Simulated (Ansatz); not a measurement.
# TiSe2: the cost of one run

Method: DFT PBE+D3(BJ), scalar-relativistic, plane waves, PAW, in Ansatz 0.2.0.

A COD entry behind a cell of this session may itself be a prediction, so a difference from it is no test against experiment.

1 further run of the same task is left out (set aside as unsound or not needed).

## (1) The structure to begin with

Symmetry: P-3m1, No. 164, trigonal system. Conventional cell: a = 3.481 Å, b = 3.481 Å, c = 5.873 Å, α = 90.00°, β = 90.00°, γ = 120.00°. Ti (site symmetry -3m) is surrounded by 6 Se at 2.54 Å. Se (site symmetry 3m) is surrounded by 3 Ti at 2.54 Å.

As a file:

```cif
data_structure
_symmetry_space_group_name_H-M 'P 1'
_symmetry_Int_Tables_number 1
_cell_length_a 3.4807
_cell_length_b 3.4807
_cell_length_c 5.8732
_cell_angle_alpha 90.000
_cell_angle_beta 90.000
_cell_angle_gamma 120.000
_cell_volume 61.62
loop_
_atom_site_label
_atom_site_type_symbol
_atom_site_fract_x
_atom_site_fract_y
_atom_site_fract_z
_atom_site_occupancy
Ti1 Ti 0.00000 0.00000 0.00000 1
Se1 Se 0.33333 0.66667 0.26467 1
Se2 Se 0.66667 0.33333 0.73533 1
```

It is the result of an earlier relaxation at this level (volume 20.54 Å³/atom; gap on the mesh: none (metal)).

## (2) Bands, states and charges

Input file input.yaml:

```yaml
crystal:
  lattice:
    - [3.4807141369, 0.0, 0.0]
    - [-1.7403570685, 3.0143868659, 0.0]
    - [0.0, 0.0, 5.8731574598]
  atoms:
    - { symbol: Ti, position: [0.0, 0.0, 0.0] }
    - { symbol: Se, position: [0.3333333333, 0.6666666667, 0.2646669996] }
    - { symbol: Se, position: [0.6666666667, 0.3333333333, 0.7353330004] }
basis:
  ecutwfc: 420
kpoints:
  mp_grid: { grid: [15, 15, 8] }
  band_path:
    path:
      - [[0.0, 0.0, 0.0], [0.5, 0.0, 0.0], [0.33333333, 0.33333333, 0.0], [0.0, 0.0, 0.0], [0.0, 0.0, 0.5], [0.5, 0.0, 0.5], [0.33333333, 0.33333333, 0.5], [0.0, 0.0, 0.5]]
      - [[0.5, 0.0, 0.5], [0.5, 0.0, 0.0]]
      - [[0.33333333, 0.33333333, 0.5], [0.33333333, 0.33333333, 0.0]]
    npoints: 14
hamiltonian:
  xc: pbe
  dispersion: d3bj
scf:
  occupations: { method: gaussian, width: 0.1 }
  n_extra_bands: 7
output:
  forces: true
  stress: true
  eigenvalues: true
  populations: true
  dos: { projected: true, de: 0.02, nscf_kmesh: { grid: [23, 23, 12] } }
  bader: true
  write_density: true
  write_potential: true
  elf: true
  volumetric_format: npy
```

On the command line:

```
$ ansatz run input.yaml --threads 2 --pin off --max-ram 5120MiB --backend cpu --events-out ev --progress --plain --runs-dir out
```

What time and memory should one allow on 2 threads of Arm Neoverse V2, shared host?

About 34 s, with a peak of 0.81 GiB.
